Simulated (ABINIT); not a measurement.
# Si (P-1) in ABINIT: single point with LDA

Aim: the single point of Si with LDA.

Everything below comes from runs of ABINIT 10.8.3 (patched build). Logs are shortened: lines on timing, memory, paths and dates and some standing lists are left out, and cuts for length are marked. The log counts tension as positive stress, the text compression.

## Step 1: The structure

The typed cell holds 1 atom: a = 2.622 Å, b = 2.745 Å, c = 2.618 Å, α = 102.53°, β = 99.83°, γ = 125.45°.

This isn't the form of Si at room conditions, which is diamond.

## Step 2: Single point, LDA

Contents of run.abi:

```
# Pseudopotentials
pp_dirpath "./"
pseudos "Si.hgh"

# Structure
acell 4.9557244716 5.1878337206 4.9476674467
rprim
    -0.6224113684     0.6439641152     0.4448756082
     0.6304641857    -0.6168031770     0.4712417122
     0.6205049807     0.6438236601    -0.4477328038
ntypat 1
znucl 14
natom 1
typat 1
xcart
     0.0000000000     0.0000000000     0.0000000000 Angstrom
chkprim 0
chksymtnons 0
tolsym 1.0e-6

# Plane-wave basis
ecut 14.0

# k points
kptopt 1
ngkpt 10 10 8
nshiftk 1
shiftk 0.0 0.0 0.0

# Exchange and correlation
ixc 7

# Bands and occupations
nband 6
occopt 3
tsmear 0.05 eV

# SCF cycle
nstep 100
tolvrs 1.0e-10

# Output
iomode 3
prtwf 0
prtden 0
prteig 0
prtebands 0
enunit 2
```

Potentials or basis: HGH LDA.

Command:

```bash
abinit run.abi > log 2>&1
```

run.abo:

```text
.Version 10.8.3 of ABINIT
 Symmetries : space group P-1 (#  2); Bravais aP (primitive triclinic)
================================================================================
 Values of the parameters that define the memory need of the present run
     intxc =       0    ionmov =       0      iscf =       7    lmnmax =       3
     lnmax =       3     mgfft =      18  mpssoang =       2    mqgrid =    3001
     natom =       1  nloc_mem =       1    nspden =       1   nspinor =       1
    nsppol =       1      nsym =       2    n1xccc =       0    ntypat =       1
    occopt =       3   xclevel =       1
       mpw =         243          nfft =        5832          nkpt =         404
================================================================================
================================================================================

--------------------------------------------------------------------------------
------------- Echo of variables that govern the present computation ------------
--------------------------------------------------------------------------------
 -outvars: echo values of preprocessed input variables --------
            acell      4.9557244716E+00  5.1878337206E+00  4.9476674467E+00 Bohr
              amu      2.80855000E+01
          chkprim           0
      chksymtnons           0
             ecut      1.40000000E+01 Hartree
           enunit           2
                       outvar_i_n : Printing only first  50 k-points.
              ixc           7
                       outvar_i_n : Printing only first  50 k-points.
         kptrlatt       10    0    0      0   10    0      0    0    8
          kptrlen      3.95813396E+01
            natom           1
            nband           6
            ngfft          18      18      18
             nkpt         404
            nstep         100
             nsym           2
           ntypat           1
                       prtocc : prtvol=0, do not print more k-points.
           occopt           3
           prtden           0
        prtebands           0
           prteig           0
            prtwf           0
            rprim     -6.2241136840E-01  6.4396411520E-01  4.4487560820E-01
                       6.3046418570E-01 -6.1680317700E-01  4.7124171220E-01
                       6.2050498070E-01  6.4382366010E-01 -4.4773280380E-01
          spgroup           2
           tolsym      1.00000000E-06
           tolvrs      1.00000000E-10
           tsmear      1.83746611E-03 Hartree
            typat      1
                       outvars : Printing only first  50 k-points.
            znucl       14.00000

================================================================================

 chkinp: Checking input parameters for consistency.

================================================================================
== DATASET  1 ==================================================================

--- !DatasetInfo
iteration_state: {dtset: 1, }
dimensions: {natom: 1, nkpt: 404, mband: 6, nsppol: 1, nspinor: 1, nspden: 1, mpw: 243, }
cutoff_energies: {ecut:  14.0, pawecutdg:  -1.0, }
electrons: {nelect:   4.00000000E+00, charge:   0.00000000E+00, occopt:   3.00000000E+00, tsmear:   1.83746611E-03, }
meta: {optdriver: 0, ionmov: 0, optcell: 0, iscf: 7, paral_kgb: 0, }
...

 Exchange-correlation functional for the present dataset will be:
  LDA: Perdew-Wang 92 LSD fit to Ceperley-Alder data - ixc=7
  J.P.Perdew and Y.Wang, PRB 45, 13244 (1992)

 Real(R)+Recip(G) space primitive vectors, cartesian coordinates (Bohr,Bohr^-1):
 R(1)= -3.0844992  3.1913087  2.2046809  G(1)= -0.0074476  0.1571601  0.2156691
 R(2)=  3.2707434 -3.1998723  2.4447236  G(2)=  0.1501437  0.0006861  0.2090682
 R(3)=  3.0700523  3.1854254 -2.2152330  G(3)=  0.1582860  0.1571687 -0.0060511
 Unit cell volume ucvol=  9.3858990E+01 bohr^3
 Angles (23,13,12)=  1.02526825E+02  9.98340699E+01  1.25447958E+02 degrees

 getcut: wavevector=  0.0000  0.0000  0.0000  ngfft=  18  18  18
         ecut(hartree)=     14.000   => boxcut(ratio)=   2.06031

--- Pseudopotential description ------------------------------------------------
- pspini: atom type   1  psp file is ./Si.hgh
    3    1    1    0      2001   0.00000      pspcod,pspxc,lmax,lloc,mmax,r2well

 pspatm : COMMENT -
  the projectors are not normalized,
  so that the KB energies are not consistent with
  definition in PRB44, 8503 (1991).
  However, this does not influence the results obtained hereafter.

  -1.99061019E+01                                ecore*ucvol(ha*bohr**3)
--------------------------------------------------------------------------------

================================================================================

--- !BeginCycle
iteration_state: {dtset: 1, }
solver: {iscf: 7, nstep: 100, nline: 4, wfoptalg: 0, }
tolerances: {tolvrs: 1.00E-10, }
...

     iter   Etot(hartree)      deltaE(h)  residm     vres2
 ETOT  1  -3.9504986199599    -3.950E+00 4.369E-02 1.512E+00
 ETOT  2  -3.9520595762403    -1.561E-03 6.984E-03 1.587E-02
 ETOT  3  -3.9520632916716    -3.715E-06 9.593E-04 6.691E-05
 ETOT  4  -3.9520633089055    -1.723E-08 9.325E-04 3.408E-07
 ETOT  5  -3.9520633090480    -1.425E-10 1.967E-04 3.518E-10
 ETOT  6  -3.9520633090481    -1.101E-13 1.646E-04 5.600E-12

 At SCF step    6       vres2   =  5.60E-12 < tolvrs=  1.00E-10 =>converged.

 Cartesian components of stress tensor (hartree/bohr^3)
  sigma(1 1)=  3.65815962E-05  sigma(3 2)=  9.44216156E-06
  sigma(2 2)=  1.37464125E-05  sigma(3 1)=  5.29739747E-05
  sigma(3 3)= -1.23664440E-04  sigma(2 1)=  2.47484175E-05

--- !ResultsGS
iteration_state: {dtset: 1, }
comment   : Summary of ground state results
lattice_vectors:
- [ -3.0844992,   3.1913087,   2.2046809, ]
- [  3.2707434,  -3.1998723,   2.4447236, ]
- [  3.0700523,   3.1854254,  -2.2152330, ]
lattice_lengths: [   4.95572,    5.18783,    4.94767, ]
lattice_angles: [102.527,  99.834, 125.448, ] # degrees, (23, 13, 12)
lattice_volume:   9.3858990E+01
convergence: {deltae: -1.101E-13, res2:  5.600E-12, residm:  1.646E-04, diffor: null, }
etotal    :  -3.95206331E+00
entropy   :   0.00000000E+00
fermie    :   4.55294260E-01
cartesian_stress_tensor: # hartree/bohr^3
- [  3.65815962E-05,   2.47484175E-05,   5.29739747E-05, ]
- [  2.47484175E-05,   1.37464125E-05,   9.44216156E-06, ]
- [  5.29739747E-05,   9.44216156E-06,  -1.23664440E-04, ]
pressure_GPa:   7.1921E-01
xred      :
- [  0.0000E+00,   0.0000E+00,   0.0000E+00, Si]
cartesian_forces: # hartree/bohr
- [ -0.00000000E+00,  -0.00000000E+00,  -0.00000000E+00, ]
force_length_stats: {min:   0.00000000E+00, max:   0.00000000E+00, mean:   0.00000000E+00, }
...

 Integrated electronic density in atomic spheres:
 ------------------------------------------------
 Atom  Sphere_radius  Integrated_density
    1        2.00000          1.73137727
================================================================================

 ----iterations are completed or convergence reached----

 Mean square residual over all n,k,spin=   19.698E-08; max=  16.459E-05
 reduced coordinates (array xred) for    1 atoms
       0.000000000000      0.000000000000      0.000000000000
 rms dE/dt=  0.0000E+00; max dE/dt=  0.0000E+00; dE/dt below (all hartree)
    1       0.000000000000      0.000000000000      0.000000000000

 cartesian coordinates (angstrom) at end:
    1      0.00000000000000     0.00000000000000     0.00000000000000

 cartesian forces (hartree/bohr) at end:
    1     -0.00000000000000    -0.00000000000000    -0.00000000000000
 frms,max,avg= 0.0000000E+00 0.0000000E+00   0.000E+00  0.000E+00  0.000E+00 h/b

 cartesian forces (eV/Angstrom) at end:
    1     -0.00000000000000    -0.00000000000000    -0.00000000000000
 frms,max,avg= 0.0000000E+00 0.0000000E+00   0.000E+00  0.000E+00  0.000E+00 e/A
 length scales=  4.955724471600  5.187833720600  4.947667446700 bohr
              =  2.622456452106  2.745283377033  2.618192858144 angstroms
 Fermi (or HOMO) energy (hartree) =   0.45529   Average Vxc (hartree)=  -0.39390
 Eigenvalues (hartree) for nkpt= 404  k points:
 kpt#   1, nband=  6, wtk=  0.00125, kpt=  0.0000  0.0000  0.0000 (reduced coord)
  -0.08628    0.76444    0.77032    0.77786    0.87358    1.00309
      occupation numbers for kpt#   1
   2.00000    0.00000    0.00000    0.00000    0.00000    0.00000
 prteigrs : prtvol=0 or 1, do not print more k-points.

 Fermi (or HOMO) energy (eV) =  12.38919   Average Vxc (eV)= -10.71868
 Eigenvalues (   eV  ) for nkpt= 404  k points:
 kpt#   1, nband=  6, wtk=  0.00125, kpt=  0.0000  0.0000  0.0000 (reduced coord)
  -2.34781   20.80139   20.96156   21.16672   23.77140   27.29538
 prteigrs : prtvol=0 or 1, do not print more k-points.

--- !EnergyTerms
iteration_state     : {dtset: 1, }
comment             : Components of total free energy in Hartree
kinetic             :  1.65158115191360E+00
hartree             :  2.86638374010219E-02
xc                  : -1.24202783769585E+00
Ewald energy        : -5.05493758727252E+00
psp_core            : -2.12085192326819E-01
local_psp           :  9.23375618796792E-02
non_local_psp       :  7.84511200078699E-01
internal            : -3.95195686602219E+00
'-kT*entropy'       : -1.06443025915355E-04
total_energy        : -3.95206330904811E+00
total_energy_eV     : -1.07541121171078E+02
band_energy         :  9.65376256311453E-01
...

 Cartesian components of stress tensor (hartree/bohr^3)
  sigma(1 1)=  3.65815962E-05  sigma(3 2)=  9.44216156E-06
  sigma(2 2)=  1.37464125E-05  sigma(3 1)=  5.29739747E-05
  sigma(3 3)= -1.23664440E-04  sigma(2 1)=  2.47484175E-05

-Cartesian components of stress tensor (GPa)         [Pressure=  7.1921E-01 GPa]
- sigma(1 1)=  1.07626772E+00  sigma(3 2)=  2.77797984E-01
- sigma(2 2)=  4.04433418E-01  sigma(3 1)=  1.55854814E+00
- sigma(3 3)= -3.63833343E+00  sigma(2 1)=  7.28123580E-01

== END DATASET(S) ==============================================================
================================================================================

 -outvars: echo values of variables after computation  --------
            acell      4.9557244716E+00  5.1878337206E+00  4.9476674467E+00 Bohr
           etotal     -3.9520633090E+00
            fcart     -0.0000000000E+00 -0.0000000000E+00 -0.0000000000E+00
            rprim     -6.2241136840E-01  6.4396411520E-01  4.4487560820E-01
                       6.3046418570E-01 -6.1680317700E-01  4.7124171220E-01
                       6.2050498070E-01  6.4382366010E-01 -4.4773280380E-01
           strten      3.6581596224E-05  1.3746412488E-05 -1.2366443976E-04
                       9.4421615620E-06  5.2973974674E-05  2.4748417475E-05
 Calculation completed.
```

Wall time 12 s (1 thread of Intel Xeon Platinum 8488C (Sapphire Rapids), shared host); peak memory 0.06 GiB.

What came out:

| Quantity | Value |
| --- | --- |
| Free energy | -107.5411 eV |
| Pressure | 0.7 GPa |
| Band gap on the k mesh | none (metal or under the smearing width) |
| Valence electrons inside the program's atomic spheres | Si 1.73 (radii [1.0584] Å) |

Caveat: HGH potentials are hard and often keep d shells in the core, so these values are rough.
